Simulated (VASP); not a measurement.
# CdS (Greenockite) (P6_3mc) in VASP: notebook

One crystal, CdS (Greenockite), is run at these levels: PBE; tasks: dielectric tensor.

Program: VASP 6.6.1. These are calculated values, not measurements. Logs are shortened: lines on timing, memory, paths and dates and some standing lists are left out, and cuts for length are marked.

### Step 1. The crystal as given

The structure is hexagonal, space group P6_3mc (No. 186). The conventional cell has a = 4.150 Å, b = 4.150 Å, c = 6.737 Å, α = 90.00°, β = 90.00°, γ = 120.00°. Cd (site symmetry 3m) is surrounded by 4 S at 2.53 to 2.54 Å. Around S (site symmetry 3m) lie 4 Cd at 2.53 to 2.54 Å.

### Step 2. Dielectric tensor, PBE

File INCAR:

```
PREC     = Accurate       # precision mode
ENCUT    = 300            # plane-wave cutoff, eV
EDIFF    = 1E-8           # SCF threshold, eV
ISMEAR   = 0              # smearing method
SIGMA    = 0.01           # smearing width, eV
LREAL    = F              # projectors in reciprocal space
LASPH    = T              # aspherical terms in the spheres
NELM     = 100            # most SCF steps
ALGO     = Normal         # electronic algorithm
ISIF     = 2              # what is computed and relaxed
LWAVE    = F              # write WAVECAR
LCHARG   = F              # write CHGCAR
GGA      = PE             # functional
LEPSILON = T              # dielectric tensor by DFPT
```

File KPOINTS:

```
regular mesh
0
Gamma
  9 9 5
```

File POSCAR:

```
CdS
1.0
    4.1500000000      0.0000000000      0.0000000000
   -2.0750000000      3.5940054257      0.0000000000
    0.0000000000      0.0000000000      6.7370000000
Cd S
2 2
Direct
    0.6666666667      0.3333333333      0.5000000000
    0.3333333333      0.6666666667      0.0000000000
    0.6666666667      0.3333333333      0.8750000000
    0.3333333333      0.6666666667      0.3750000000
```

Potentials or basis: VASP PAW PBE potentials, release 64 (Cd, S).

The run is started by

```sh
> cat potpaw_PBE.64/Cd/POTCAR potpaw_PBE.64/S/POTCAR > POTCAR
> mpirun -np 1 vasp_std > vasp.out
```

OUTCAR:

```text
PREC = Accurate
   ENCUT = 300
   EDIFF = 1E-8
   ISMEAR = 0
   LREAL = F
   LASPH = T
   NELM = 100
   ISIF = 2
   GGA = PE
   LEPSILON = T

 Found     36 irreducible k-points:

 Following reciprocal coordinates:
            Coordinates               Weight
  0.000000  0.000000  0.000000      1.000000
  0.111111 -0.000000  0.000000      6.000000
  0.222222 -0.000000  0.000000      6.000000
  0.333333 -0.000000  0.000000      6.000000
  0.444444 -0.000000  0.000000      6.000000
  0.111111  0.111111  0.000000      6.000000
   k-points           NKPTS =     36   k-points in BZ     NKDIM =     36   number of bands    NBANDS=     22
   number of dos      NEDOS =    301   number of ions     NIONS =      4
   total plane-waves  NPLWV =  23040
   dimension x,y,z NGX =    24 NGY =   24 NGZ =   40
   dimension x,y,z NGXF=    48 NGYF=   48 NGZF=   80
   ions per type =               2   2
   NGX,Y,Z   is equivalent  to a cutoff of   9.61,  9.61,  9.87 a.u.
   NGXF,Y,Z  is equivalent  to a cutoff of  19.23, 19.23, 19.74 a.u.
 SYSTEM =  unknown system
   PREC   = accura    normal or accurate (medium, high low for compatibility)
   ISTART =      0    job   : 0-new  1-cont  2-samecut
   ICHARG =      2    charge: 1-file 2-atom 10-const
   ISPIN  =      1    spin polarized calculation?
   LNONCOLLINEAR =      F non collinear calculations
   LSORBIT =      F    spin-orbit coupling
   LASPH  =      T    aspherical Exc in radial PAW
   ENCUT  =  300.0 eV  22.05 Ry    4.70 a.u.   5.86  5.86  9.51*2*pi/ulx,y,z
   NELM   =    100;   NELMIN=  2; NELMDL= -5     # of ELM steps
   EDIFF  = 0.1E-07   stopping-criterion for ELM
   LREAL  =      F    real-space projection
   EDIFFG = 0.1E-06   stopping-criterion for IOM
   NSW    =      0    number of steps for IOM
   IBRION =     -1    ionic relax: 0-MD 1-quasi-New 2-CG
   NFREE  =      0    steps in history (QN), initial steepest desc. (CG)
   ISIF   =      2    stress and relaxation
   ISYM   =      2    0-nonsym 1-usesym 2-fastsym
   POTIM  = 0.5000    time-step for ionic-motion
   TEBEG  =    0.0;   TEEND  =   0.0 temperature during run
   PSTRESS=    0.0 pullay stress
   NELECT =      36.0000    total number of electrons
   NUPDOWN=      -1.0000    fix difference up-down
   EMIN   =  10.00;   EMAX   =-10.00  energy-range for DOS
   EFERMI =   0.00;   METHOD = LEGACY
   ISMEAR =     0;   SIGMA  =   0.01  broadening in eV -4-tet -1-fermi 0-gaus
   EFERMI_NEDOS =   21; number of points for ismear=-14 and -15
   IALGO  =     38    algorithm
   IMIX   =      4    mixing-type and parameters
     AMIX     =   0.40;   BMIX     =  1.00
     AMIX_MAG =   1.60;   BMIX_MAG =  1.00
  volume/ion in A,a.u.               =      25.12       169.52
  Fermi-wavevector in a.u.,A,eV,Ry     =   1.162727  2.197236 18.394190  1.351935
  Thomas-Fermi vector in A             =   2.299285
   LORBIT       =      0    0 simple, 1 ext, 2 COOP (PROOUT), +10 PAW based schemes
   GGA     = PE    functional components
   LHFCALC =     F    Hartree Fock is set to
   AEXX    =    0.0000 exact exchange contribution
   IVDW    =     0    specifies the selected vdW correction
   LEPSILON=     T    determine dielectric tensor
   LRPA    =     F    only Hartree local field effects (RPA)
 non-spin polarized calculation
 Gauss-broadening in eV      SIGMA  =   0.01
  energy-cutoff  :      300.00
  volume of cell :      100.48
 maximum number of plane-waves:      1200
 NGX is ok and might be reduce to    24
   NGX = 11   NGY = 11   NGZ = 19

--------------------------------------- Ionic step        1  -------------------------------------------

 number of electron      36.0000027 magnetization

 E-fermi :   1.2814     XC(G=0):  -9.0865

 val. band max:        1.2104075258   @ k =   0.0000   0.0000   0.0000
 cond. band min:       2.4011996010   @ k =   0.0000   0.0000   0.0000
 fundamental gap:      1.1907920751
 Fermi energy:         1.2813705128

 k-point     1 :       0.0000    0.0000    0.0000
  band No.  band energies     occupation
      1     -11.0926      2.00000
      2     -10.6665      2.00000
      3      -6.4453      2.00000
      4      -6.4233      2.00000
      5      -6.4233      2.00000
      6      -6.3374      2.00000
[... 14 lines left out ...]
     21       7.6847      0.00000
     22       7.6847      0.00000

 k-point     2 :       0.1111   -0.0000    0.0000
  band No.  band energies     occupation
      1     -11.0498      2.00000
      2     -10.6479      2.00000
      3      -6.4298      2.00000
      4      -6.4061      2.00000
      5      -6.3928      2.00000
      6      -6.3182      2.00000
[... 14 lines left out ...]
     21       7.2732      0.00000
     22       7.8667      0.00000

 k-point     3 :       0.2222   -0.0000    0.0000
  band No.  band energies     occupation
      1     -10.9378      2.00000
      2     -10.6039      2.00000
      3      -6.3911      2.00000
      4      -6.3676      2.00000
      5      -6.3054      2.00000
      6      -6.2506      2.00000
[... 14 lines left out ...]
     21       6.7739      0.00000
     22       7.7538      0.00000

 k-point     4 :       0.3333   -0.0000    0.0000
  band No.  band energies     occupation
      1     -10.8005      2.00000
      2     -10.5628      2.00000
      3      -6.3567      2.00000
      4      -6.3347      2.00000
      5      -6.2187      2.00000
      6      -6.1802      2.00000
[... 14 lines left out ...]
     21       6.5847      0.00000
     22       7.4237      0.00000

 k-point     5 :       0.4444   -0.0000    0.0000
  band No.  band energies     occupation
      1     -10.6981      2.00000
      2     -10.5485      2.00000
      3      -6.3417      2.00000
      4      -6.3204      2.00000
      5      -6.1581      2.00000
      6      -6.1365      2.00000
[... 14 lines left out ...]
     21       6.3615      0.00000
     22       7.5513      0.00000

 k-point     6 :       0.1111    0.1111    0.0000
  band No.  band energies     occupation
      1     -10.9724      2.00000
      2     -10.6167      2.00000
      3      -6.4002      2.00000
      4      -6.3808      2.00000
      5      -6.3308      2.00000
      6      -6.2853      2.00000
[... 14 lines left out ...]
     21       6.9166      0.00000
     22       7.6108      0.00000

 [... further k-points ...]

  FORCE on cell =-STRESS in cart. coord.  units (eV):
  Direction    XX          YY          ZZ          XY          YZ          ZX
  --------------------------------------------------------------------------------------
  -------------------------------------------------------------------------------------
  Total        1.3011248      1.3011248      1.7185175      0.0000000      0.0000000      0.0000000
  in kB       20.7460862     20.7460862     27.4012999      0.0000000      0.0000000      0.0000000
  external PRESSURE =      22.9644908 kB  Pullay stress =       0.0000000 kB

 VOLUME and BASIS-vectors are now :
 -----------------------------------------------------------------------------
  energy-cutoff  :      300.00
  volume of cell :      100.48
      direct lattice vectors                 reciprocal lattice vectors
     4.150000000  0.000000000  0.000000000     0.240963855  0.139120547  0.000000000
    -2.075000000  3.594005426  0.000000000     0.000000000  0.278241094  0.000000000
     0.000000000  0.000000000  6.737000000     0.000000000  0.000000000  0.148434021

 POSITION                                       TOTAL-FORCE (eV/Angst)
 -----------------------------------------------------------------------------------
      2.07500      1.19800      3.36850        -0.000000      0.000000     -0.069501
     -0.00000      2.39600      0.00000         0.000000      0.000000     -0.069501
      2.07500      1.19800      5.89487         0.000000      0.000000      0.069501
     -0.00000      2.39600      2.52637        -0.000000     -0.000000      0.069501
 -----------------------------------------------------------------------------------
    total drift:                               -0.000001     -0.000001     -0.000866

  FREE ENERGIE OF THE ION-ELECTRON SYSTEM (eV)
  ---------------------------------------------------
  free  energy   TOTEN  =       -12.2548959113 eV

  energy  without entropy=      -12.2548959113  energy(sigma->0) =      -12.25489591

 HEAD OF MICROSCOPIC STATIC DIELECTRIC TENSOR (INDEPENDENT PARTICLE, excluding Hartree and local field effects)
 ------------------------------------------------------
           6.484295     0.000000     0.000000
           0.000000     6.484295    -0.000000
           0.000000     0.000000     6.551368
 ------------------------------------------------------

 Free energy of the ion-electron system (eV)
  ---------------------------------------------------
  ---------------------------------------------------
  free energy    TOTEN  =        -1.53512105 eV

  energy without entropy =       -1.53512105

------------------------ aborting loop because EDIFF is reached ----------------------------------------

--------------------------------------- Ionic step        2  -------------------------------------------

------------------------ aborting loop because EDIFF is reached ----------------------------------------

--------------------------------------- Ionic step        3  -------------------------------------------

 Free energy of the ion-electron system (eV)
  ---------------------------------------------------
  ---------------------------------------------------
  free energy    TOTEN  =        -1.56081885 eV

  energy without entropy =       -1.56081885

------------------------ aborting loop because EDIFF is reached ----------------------------------------

 PIEZOELECTRIC TENSOR FIELD DIRECTION 3  (e Angst)
 -----------------------------------------------------------------------------
     2.12295  0.00000 -0.00000           ( -0.02205  0.00000 -0.00000)
     0.00000  2.12295  0.00000           (  0.00000 -0.02205  0.00000)
    -0.00000 -0.00000 -4.22878           ( -0.00000  0.00000  0.04081)

 PIEZOELECTRIC TENSOR FIELD DIRECTION 3  (C/m^2)
 -----------------------------------------------------------------------------
     0.33850  0.00000 -0.00000
     0.00000  0.33850  0.00000
    -0.00000 -0.00000 -0.67427

 MACROSCOPIC STATIC DIELECTRIC TENSOR (including local field effects in DFT)
 ------------------------------------------------------
           6.131670     0.000000     0.000000
           0.000000     6.131670     0.000000
           0.000000     0.000000     6.226498
 ------------------------------------------------------

 PIEZOELECTRIC TENSOR (including local field effects)  for field in x, y, z        (e  Angst)
          XX          YY          ZZ          XY          YZ          ZX
  --------------------------------------------------------------------------------
  x     0.00000    -0.00000     0.00000     0.00000     0.00000     2.15848
  y     0.00000    -0.00000     0.00000    -0.00000     2.15848     0.00000
  z     2.12295     2.12295    -4.22878     0.00000     0.00000    -0.00000

 PIEZOELECTRIC TENSOR (including local field effects)  for field in x, y, z        (C/m^2)
          XX          YY          ZZ          XY          YZ          ZX
  --------------------------------------------------------------------------------
  x     0.00000    -0.00000     0.00000     0.00000     0.00000     0.34416
  y     0.00000    -0.00000     0.00000    -0.00000     0.34416     0.00000
  z     0.33850     0.33850    -0.67427     0.00000     0.00000    -0.00000

 BORN EFFECTIVE CHARGES (including local field effects) (in |e|, cummulative output)
 ---------------------------------------------------------------------------------
 ion    1
    1     2.14862     0.00000     0.00000
    2    -0.00000     2.14862     0.00000
    3     0.00000     0.00000     2.23647
 ion    2
    1     2.14862     0.00000     0.00000
    2     0.00000     2.14862     0.00000
    3     0.00000    -0.00000     2.23647
 ion    3
    1    -2.14862     0.00000     0.00000
    2    -0.00000    -2.14862    -0.00000
    3     0.00000    -0.00000    -2.23647
 ion    4
    1    -2.14862     0.00000     0.00000
    2     0.00000    -2.14862     0.00000
    3     0.00000     0.00000    -2.23647
```

Run time: 2.7 min. Hardware: 1 thread of Intel Xeon 6975P-C (Granite Rapids), shared host; peak memory 0.37 GiB.

These settings aren't checked as converged: the numbers below hold their error.

Results:

```yaml
Band_gap_on_the_k_mesh: 1.19 eV, direct
Electronic_dielectric_tensor_diagonal: 6.13, 6.13, 6.23
Born_charges_mean_of_the_diagonal: Cd +2.18; S -2.18 e
```

Caveat: the cutoff is under 1.25 times the usual one of these potentials, so pressure, stress and relaxed cells hold a basis-set (Pulay) error.

### Step 3. Dielectric tensor, PBE

Edit INCAR of step 2 so:

```diff
@@ -1,3 +1,3 @@
 PREC     = Accurate       # precision mode
-ENCUT    = 300            # plane-wave cutoff, eV
+ENCUT    = 350            # plane-wave cutoff, eV
 EDIFF    = 1E-8           # SCF threshold, eV
```

KPOINTS is that of step 2.

POSCAR is that of step 2.

Potentials or basis: VASP PAW PBE potentials, release 64 (Cd, S).

The run is started by

```sh
> cat potpaw_PBE.64/Cd/POTCAR potpaw_PBE.64/S/POTCAR > POTCAR
> mpirun -np 1 vasp_std > vasp.out
```

OUTCAR:

```text
PREC = Accurate
   ENCUT = 350
   EDIFF = 1E-8
   ISMEAR = 0
   LREAL = F
   LASPH = T
   NELM = 100
   ISIF = 2
   GGA = PE
   LEPSILON = T

 Found     36 irreducible k-points:

 Following reciprocal coordinates:
            Coordinates               Weight
  0.000000  0.000000  0.000000      1.000000
  0.111111 -0.000000  0.000000      6.000000
  0.222222 -0.000000  0.000000      6.000000
  0.333333 -0.000000  0.000000      6.000000
  0.444444 -0.000000  0.000000      6.000000
  0.111111  0.111111  0.000000      6.000000
   k-points           NKPTS =     36   k-points in BZ     NKDIM =     36   number of bands    NBANDS=     22
   number of dos      NEDOS =    301   number of ions     NIONS =      4
   total plane-waves  NPLWV =  32928
   dimension x,y,z NGX =    28 NGY =   28 NGZ =   42
   dimension x,y,z NGXF=    56 NGYF=   56 NGZF=   84
[... 295 lines left out ...]
           0.000000     6.129082     0.000000
           0.000000     0.000000     6.224076
 ------------------------------------------------------

 PIEZOELECTRIC TENSOR (including local field effects)  for field in x, y, z        (e  Angst)
          XX          YY          ZZ          XY          YZ          ZX
  --------------------------------------------------------------------------------
  x    -0.00000     0.00000     0.00000    -0.00000     0.00000     2.15925
  y    -0.00000    -0.00000    -0.00000     0.00000     2.15925     0.00000
  z     2.12410     2.12410    -4.23031     0.00000     0.00000     0.00000

 PIEZOELECTRIC TENSOR (including local field effects)  for field in x, y, z        (C/m^2)
          XX          YY          ZZ          XY          YZ          ZX
  --------------------------------------------------------------------------------
  x    -0.00000     0.00000     0.00000    -0.00000     0.00000     0.34429
  y    -0.00000    -0.00000    -0.00000     0.00000     0.34429     0.00000
  z     0.33868     0.33868    -0.67451     0.00000     0.00000     0.00000

 BORN EFFECTIVE CHARGES (including local field effects) (in |e|, cummulative output)
 ---------------------------------------------------------------------------------
 ion    1
    1     2.15140     0.00000     0.00000
    2     0.00000     2.15140     0.00000
    3     0.00000    -0.00000     2.23922
 ion    2
    1     2.15140     0.00000     0.00000
    2     0.00000     2.15140    -0.00000
    3     0.00000     0.00000     2.23922
 ion    3
    1    -2.15140     0.00000     0.00000
    2     0.00000    -2.15140     0.00000
    3     0.00000     0.00000    -2.23922
 ion    4
    1    -2.15140     0.00000     0.00000
    2     0.00000    -2.15140     0.00000
    3     0.00000     0.00000    -2.23922
```

OSZICAR:

```text
N       E                     dE             d eps       ncg     rms          rms(c)
DAV:   1     0.196561654656E+03    0.19656E+03   -0.14387E+04  1584   0.110E+03
[... 13 lines left out ...]
RMM:   7    -0.156251163889E+01   -0.16328E-02   -0.32062E-05  2463   0.318E-02    0.553E-03
RMM:   8    -0.156284603914E+01   -0.33440E-03   -0.17703E-06  2481   0.106E-02    0.218E-03
RMM:   9    -0.156300465565E+01   -0.15862E-03   -0.61999E-06  2405   0.464E-03    0.621E-04
RMM:  10    -0.156302835038E+01   -0.23695E-04    0.86729E-06  2627   0.129E-03    0.163E-04
RMM:  11    -0.156303032025E+01   -0.19699E-05    0.12651E-06  2395   0.401E-04    0.583E-05
RMM:  12    -0.156302871883E+01    0.16014E-05    0.42442E-07  1803   0.118E-04    0.232E-05
RMM:  13    -0.156302750315E+01    0.12157E-05    0.82904E-08  1517   0.903E-05    0.697E-06
```

It took 5 min on 1 thread of Intel Xeon 6975P-C (Granite Rapids), shared host; peak memory 0.45 GiB.

The run converged, but some of its settings lie outside the range that counts as converged, so its numbers aren't taken as properties of the crystal.

Results:

| Item | Value |
| --- | --- |
| Band gap on the k mesh | 1.19 eV, direct |
| Electronic dielectric tensor (diagonal) | 6.13, 6.13, 6.22 |
| Born charges (mean of the diagonal) | Cd +2.18; S -2.18 e |

### Step 4. The reference run

An earlier run on the cell as given: functional PBEsol; potentials or basis VASP PAW PBE potentials, release 64 (Cd, S); cutoff 520 eV; k mesh 7 × 7 × 4; occupations fermi-dirac, width 0.05 eV; no spin polarisation.

- Pressure: -0.6 GPa
- Largest force: 0.067 eV/Å
- Band gap on the k mesh: 1.06 eV, direct
